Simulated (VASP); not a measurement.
# As (Pm-3m) in VASP: further runs

The runs below take As through elastic constants, phonon dispersion, with LDA.

Program: VASP 6.6.1. These are calculated values, not measurements. Logs are shortened: lines on timing, memory, paths and dates and some standing lists are left out, and cuts for length are marked.

### 1 Starting point

It takes space group Pm-3m (No. 221, cubic). The conventional cell has a = 2.704 Å, b = 2.704 Å, c = 2.704 Å, α = 90.00°, β = 90.00°, γ = 90.00°. Around As (site symmetry m-3m) lie 6 As at 2.70 Å.

This isn't the form of As at room conditions, which is rhombohedral.

### 2 Elastic constants, LDA

POSCAR

```
As
1.0
    2.7036817444      0.0000000000      0.0000000000
    0.0000000000      2.7036817444      0.0000000000
    0.0000000000      0.0000000000      2.7036817444
As
1
Direct
    0.5000000000      0.5000000000      0.5000000000
```

INCAR.step1

```
SYSTEM = As
ALGO = Normal
EDIFF = 1E-8
EDIFFG = -0.002
ENCUT = 600
GGA = CA
IBRION = 2
ISIF = 3
ISMEAR = 0
LASPH = .True.
LCHARG = .False.
LREAL = .False.
LWAVE = .False.
NELM = 80
NSW = 40
PREC = Accurate
SIGMA = 0.02
```

INCAR.step2

```
SYSTEM = As
ALGO = Normal
EDIFF = 1E-8
ENCUT = 600
GGA = CA
IBRION = 6
ISIF = 3
ISMEAR = 0
LASPH = .True.
LCHARG = .False.
LREAL = .False.
LWAVE = .False.
NELM = 80
NFREE = 2
NSW = 1
POTIM = 0.015
PREC = Accurate
SIGMA = 0.02
```

KPOINTS

```
k-points
0
Gamma
  7 7 7
  0 0 0
```

Potentials or basis: VASP PAW LDA potentials, release 64 (As).

Launch:

```
cat potpaw_LDA.64/As/POTCAR > POTCAR
cp INCAR.step1 INCAR
mpirun -np 1 vasp_std > vasp.out
cp CONTCAR POSCAR
cp INCAR.step2 INCAR
mpirun -np 1 vasp_std > vasp.out
```

OUTCAR:

```text
SYSTEM = As
   EDIFF = 1E-8
   ENCUT = 600
   GGA = CA
   IBRION = 6
   ISIF = 3
   ISMEAR = 0
   LASPH = .True.
   LREAL = .False.
   NELM = 80
   NFREE = 2
   NSW = 1
   POTIM = 0.015
   PREC = Accurate

 ion  position               nearest neighbor table
   1  0.500  0.500  0.500-

  LATTYP: Found a simple cubic cell.
 ALAT       =     2.6787946682

  Lattice vectors:

 A1 = (   2.6787946682,   0.0000000000,   0.0000000000)
 A2 = (   0.0000000000,   2.6787946682,   0.0000000000)
 A3 = (   0.0000000000,   0.0000000000,   2.6787946682)

Analysis of symmetry for initial positions (statically):
=====================================================================
 Subroutine PRICEL returns:
 Original cell was already a primitive cell.

 Routine SETGRP: Setting up the symmetry group for a
 simple cubic supercell.

 Subroutine GETGRP returns: Found 48 space group operations
 (whereof 48 operations were pure point group operations)
 out of a pool of 48 trial point group operations.

The static configuration has the point symmetry O_h .

Analysis of symmetry for dynamics (positions and initial velocities):
=====================================================================
 Subroutine PRICEL returns:
 Original cell was already a primitive cell.

 Routine SETGRP: Setting up the symmetry group for a
 simple cubic supercell.

 Subroutine GETGRP returns: Found 48 space group operations
 (whereof 48 operations were pure point group operations)
 out of a pool of 48 trial point group operations.

The dynamic configuration has the point symmetry O_h .

 Subroutine INISYM returns: Found 48 space group operations
 (whereof 48 operations are pure point group operations),
 and found     1 'primitive' translations

----------------------------------------------------------------------------------------

                                     Primitive cell

  volume of cell :      19.2229

  direct lattice vectors                    reciprocal lattice vectors
     2.678794668  0.000000000  0.000000000     0.373302221  0.000000000  0.000000000
     0.000000000  2.678794668  0.000000000     0.000000000  0.373302221  0.000000000
     0.000000000  0.000000000  2.678794668     0.000000000  0.000000000  0.373302221

  length of vectors
     2.678794668  2.678794668  2.678794668     0.373302221  0.373302221  0.373302221

  position of ions in fractional coordinates (direct lattice)
     0.500000000  0.500000000  0.500000000

  ion indices of the primitive-cell ions
   primitive index   ion index
                 1           1

----------------------------------------------------------------------------------------

 KPOINTS: k-points

Automatic generation of k-mesh.
 Grid dimensions read from file:
 generate k-points for:    7    7    7

 Generating k-lattice:

  Cartesian coordinates                     Fractional coordinates (reciprocal lattice)
     0.053328889  0.000000000  0.000000000     0.142857143  0.000000000  0.000000000
     0.000000000  0.053328889  0.000000000     0.000000000  0.142857143  0.000000000
     0.000000000  0.000000000  0.053328889     0.000000000  0.000000000  0.142857143

  Length of vectors
     0.053328889  0.053328889  0.053328889

  Shift w.r.t. Gamma in fractional coordinates (k-lattice)
     0.000000000  0.000000000  0.000000000
[... 62 lines left out ...]
   EFERMI_NEDOS =   21; number of points for ismear=-14 and -15
   IALGO  =     38    algorithm
   IMIX   =      4    mixing-type and parameters
     AMIX     =   0.40;   BMIX     =  1.00
     AMIX_MAG =   1.60;   BMIX_MAG =  1.00
  volume/ion in A,a.u.               =      19.22       129.72
  Fermi-wavevector in a.u.,A,eV,Ry     =   1.045022  1.974805 14.858526  1.092071
  Thomas-Fermi vector in A             =   2.179800
   LORBIT       =      0    0 simple, 1 ext, 2 COOP (PROOUT), +10 PAW based schemes
   GGA     = CA    functional components
   LHFCALC =     F    Hartree Fock is set to
   AEXX    =    0.0000 exact exchange contribution
   IVDW    =     0    specifies the selected vdW correction
   LEPSILON=     F    determine dielectric tensor
   LRPA    =     F    only Hartree local field effects (RPA)
 finite differences with symmetry
 non-spin polarized calculation
 Gauss-broadening in eV      SIGMA  =   0.02
  energy-cutoff  :      600.00
  volume of cell :       19.22
 maximum number of plane-waves:       659
 NGX is ok and might be reduce to    24
   NGX = 11   NGY = 11   NGZ = 11

--------------------------------------- Ionic step        1  -------------------------------------------

 number of electron       5.0000000 magnetization

 Free energy of the ion-electron system (eV)
  ---------------------------------------------------
  ext. energy  EPLUGINS =         0.00000000
  ---------------------------------------------------
  free energy    TOTEN  =        -5.35472586 eV

  energy without entropy =       -5.35407048  energy(sigma->0) =       -5.35439817

------------------------ aborting loop because EDIFF is reached ----------------------------------------

  FORCE on cell =-STRESS in cart. coord.  units (eV):
  Direction    XX          YY          ZZ          XY          YZ          ZX
  --------------------------------------------------------------------------------------
  -------------------------------------------------------------------------------------
  Total       -0.0004863     -0.0004863     -0.0004863      0.0000000      0.0000000      0.0000000
  in kB       -0.0405288     -0.0405288     -0.0405288      0.0000000      0.0000000      0.0000000
  external PRESSURE =      -0.0405288 kB  Pullay stress =       0.0000000 kB
[... 86 lines left out ...]
  FREE ENERGIE OF THE ION-ELECTRON SYSTEM (eV)
  ---------------------------------------------------
  free  energy   TOTEN  =        -5.3505763381 eV

  energy  without entropy=       -5.3500645815  energy(sigma->0) =       -5.35032046

[... ionic steps 4 to 12 ...]

--------------------------------------- Ionic step       13  -------------------------------------------

 number of electron       5.0000000 magnetization

------------------------ aborting loop because EDIFF is reached ----------------------------------------
[... 65 lines left out ...]
--------------------------------------- Ionic step       15  -------------------------------------------

 number of electron       5.0000000 magnetization

 Free energy of the ion-electron system (eV)
  ---------------------------------------------------
  ext. energy  EPLUGINS =         0.00000000
  ---------------------------------------------------
  free energy    TOTEN  =        -5.35472582 eV

  energy without entropy =       -5.35407043  energy(sigma->0) =       -5.35439812

 E-fermi :   6.1722     XC(G=0): -10.7064

 val. band max:        5.7134193368   @ k =   0.4286   0.2857   0.1429
 cond. band min:       6.1808445413   @ k =   0.4286   0.2857   0.2857
 fundamental gap:      0.4674252045
 Fermi energy:         6.1722136722

 k-point     1 :       0.0000    0.0000    0.0000
  band No.  band energies     occupation
      1      -8.9651      2.00000
      2      10.4829      0.00000
      3      10.4829      0.00000
      4      10.4829      0.00000
      5      14.8834      0.00000
      6      14.8834      0.00000
[... 197 lines left out ...]
  FREE ENERGIE OF THE ION-ELECTRON SYSTEM (eV)
  ---------------------------------------------------
  free  energy   TOTEN  =        -5.3547258151 eV

  energy  without entropy=       -5.3540704344  energy(sigma->0) =       -5.35439812

 INTERNAL STRAIN TENSORS FROM STRAINED CELLS
 ============================================

 INTERNAL STRAIN TENSOR FOR ION    1 for displacements in x,y,z  (eV/Angst):
          X           Y           Z          XY          YZ          ZX
  --------------------------------------------------------------------------------
  x     0.00000     0.00000     0.00000     0.00000     0.00000     0.00000
  y     0.00000     0.00000     0.00000     0.00000     0.00000     0.00000
  z     0.00000     0.00000     0.00000     0.00000     0.00000     0.00000

 INTERNAL STRAIN TENSORS FROM DISPLACED ATOMS
 ============================================

 INTERNAL STRAIN TENSOR FOR ION    1 for displacements in x,y,z  (eV/Angst):
          X           Y           Z          XY          YZ          ZX
  --------------------------------------------------------------------------------
  x     0.00000     0.00000     0.00000     0.00000     0.00000     0.00000
  y     0.00000     0.00000     0.00000     0.00000     0.00000     0.00000
  z     0.00000     0.00000     0.00000     0.00000     0.00000     0.00000

 Eigenvectors and eigenvalues of the dynamical matrix
 ----------------------------------------------------

   1 f  =    0.000000 THz     0.000000 2PiTHz    0.000000 cm-1     0.000000 meV
             X         Y         Z           dx          dy          dz
      1.339397  1.339397  1.339397    -0.500000    0.500000   -0.707107

   2 f  =    0.000000 THz     0.000000 2PiTHz    0.000000 cm-1     0.000000 meV
             X         Y         Z           dx          dy          dz
      1.339397  1.339397  1.339397     0.707107    0.707107    0.000000

   3 f/i=    0.000000 THz     0.000000 2PiTHz    0.000000 cm-1     0.000000 meV
             X         Y         Z           dx          dy          dz
      1.339397  1.339397  1.339397    -0.500000    0.500000    0.707107

--------------------------------------------------------------------------------------------------------

 ELASTIC MODULI CONTR FROM IONIC RELAXATION (kBar)
 Direction    XX          YY          ZZ          XY          YZ          ZX
 --------------------------------------------------------------------------------
 XX           0.0000      0.0000      0.0000      0.0000      0.0000      0.0000
 YY           0.0000      0.0000      0.0000      0.0000      0.0000      0.0000
 ZZ           0.0000      0.0000      0.0000      0.0000      0.0000      0.0000
 XY           0.0000      0.0000      0.0000      0.0000      0.0000      0.0000
 YZ           0.0000      0.0000      0.0000      0.0000      0.0000      0.0000
 ZX           0.0000      0.0000      0.0000      0.0000      0.0000      0.0000
 --------------------------------------------------------------------------------

 TOTAL ELASTIC MODULI (kBar)
 Direction    XX          YY          ZZ          XY          YZ          ZX
 --------------------------------------------------------------------------------
 XX        2977.2528     -0.6719     -0.6719      0.0000      0.0000      0.0000
 YY          -0.6719   2977.2528     -0.6719      0.0000     -0.0000     -0.0000
 ZZ          -0.6719     -0.6719   2977.2528     -0.0000     -0.0000      0.0000
 XY           0.0000      0.0000     -0.0000   -237.2663      0.0000      0.0000
 YZ           0.0000     -0.0000     -0.0000      0.0000   -237.2663      0.0000
 ZX           0.0000     -0.0000      0.0000      0.0000      0.0000   -237.2663
 --------------------------------------------------------------------------------
```

It took 38 s on 1 thread of Intel Xeon 6975P-C (Granite Rapids), shared host; peak memory 0.15 GiB.

Results:

* Relaxed volume: 19.22 Å³/atom
* Relaxed cell: a = 2.679 Å, b = 2.679 Å, c = 2.679 Å, α = 90.00°, β = 90.00°, γ = 90.00°
* Space group after relaxing (to 0.05 Å): Pm-3m (No. 221)
* Elastic constants C11, C12, C44: 298, 0, -24 GPa
* Voigt bulk modulus: 99 GPa

The path:
```csv
step,energy change (eV),largest force (eV/Å),pressure (GPa),volume (Å³)
1,0.0000,0.0000,-2.58,19.76
2,-0.0024,0.0000,1.92,18.87
3,-0.0045,0.0000,0.00,19.22
```

Final structure:
```yaml
crystal:
  lattice:
    - [2.67879, 0.00000, 0.00000]
    - [0.00000, 2.67879, 0.00000]
    - [0.00000, 0.00000, 2.67879]
  atoms:
    - { symbol: As, position: [0.50000, 0.50000, 0.50000] }
```

Elastic tensor in Voigt notation (GPa, in the Cartesian axes of the cell as first typed):
```
298   0   0   0   0   0
  0 298   0   0   0   0
  0   0 298   0   0   0
  0   0   0 -24   0   0
  0   0   0   0 -24   0
  0   0   0   0   0 -24
```

Clamped-ion elastic tensor (GPa):
```
298   0   0   0   0   0
  0 298   0   0   0   0
  0   0 298   0   0   0
  0   0   0 -24   0   0
  0   0   0   0 -24   0
  0   0   0   0   0 -24
```

Caveat: the elastic tensor has a negative eigenvalue, so either the cell is unstable as it stands or the mesh is too thin.

(Continued in part 2 of 2.)
